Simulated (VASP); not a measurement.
A run of VASP 6.6.1:

File INCAR:

```
PREC     = Accurate       # precision mode
ENCUT    = 520            # plane-wave cutoff, eV
EDIFF    = 1E-6           # SCF threshold, eV
ISMEAR   = 0              # smearing method
SIGMA    = 0.02           # smearing width, eV
LREAL    = F              # projectors in reciprocal space
LASPH    = T              # aspherical terms in the spheres
NELM     = 100            # most SCF steps
ALGO     = Normal         # electronic algorithm
ISIF     = 2              # what is computed and relaxed
LWAVE    = F              # write WAVECAR
LCHARG   = F              # write CHGCAR
GGA      = PE             # functional
NBANDS   = 16             # bands
```

KPOINTS

```
Automatic mesh
0
Gamma
  8 8 8
```

The input POSCAR:

```
CdS
1.0
    0.0000000000      2.9628947054      2.9628947054
    2.9628947054      0.0000000000      2.9628947054
    2.9628947054      2.9628947054      0.0000000000
Cd S
1 1
Direct
    0.0000000000      0.0000000000      0.0000000000
    0.2500000000      0.2500000000      0.2500000000
```

Potentials or basis: VASP PAW PBE potentials, release 64 (Cd, S).

Run with:

```sh
$ cat potpaw_PBE.64/Cd/POTCAR potpaw_PBE.64/S/POTCAR > POTCAR
$ mpirun -np 1 vasp_std > vasp.out
```

Hardware: 1 thread of Intel(R) Xeon(R) Platinum 8488C (Sapphire Rapids), with other jobs on the host.

**Question.** Estimate the wall time of this run.

**Answer.** It took 10 s on 1 thread of Intel(R) Xeon(R) Platinum 8488C (Sapphire Rapids), on a shared host, peak memory 0.18 GiB. Counts: scf iterations 14, k points 29.
